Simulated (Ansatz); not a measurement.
Clean, relaxed (110) surface of Sn, space group I4/mmm (No. 139) (top face towards +c; atoms held fixed, by place in the list: 1, 2):

```
Sn
1.0
     3.41351    0.00000    0.00000
     0.34834    3.39569    0.00000
     0.00000    0.00000   23.86174
Sn
4
Direct
  0.50000 0.50000 0.35622
  0.00000 0.00000 0.45207
  0.50000 0.50000 0.55400
  0.00000 0.00000 0.64422
```

Method: DFT PBEsol, scalar-relativistic, plane waves, PAW in Ansatz 0.2.0. Settings: cutoff 420 eV, Γ-centred mesh 9×9×1 on the computed 4-atom cell, Gaussian smearing of 0.10 eV; no spin polarisation. The cell repeats along c with a dipole correction in the vacuum.

H$_{2}$ is adsorbed on the top face, one adsorbate per 11.6 Å², and relaxed from 3 starting sites (fractions of a and b). The adsorption energy is E(slab + adsorbate) − E(slab) − E(free adsorbate, spin-polarised where open-shell). Heights count from the highest slab atom after relaxation. With the adsorbate the cell is lengthened along c to keep the vacuum.

| start | ends at | E_ads (eV) | height (Å) |
| --- | --- | --- | --- |
| top (Sn) at (0.00, 0.00) | not bound | -0.02 | 3.44 |
| hollow (Sn-Sn-Sn) at (0.33, 0.33) | not bound | -0.02 | 3.70 |
| bridge (Sn-Sn) at (0.00, 0.50) | not bound | -0.02 | 3.87 |

It doesn't bind at this level of theory (ends above -0.1 eV count as unbound; no dispersion correction).

Each end is the local minimum or symmetric point that its start leads to. The slab is only 6.9 Å thick, so the energies aren't converged with thickness.

The reference crystal is a form of Sn, which isn't its usual structure.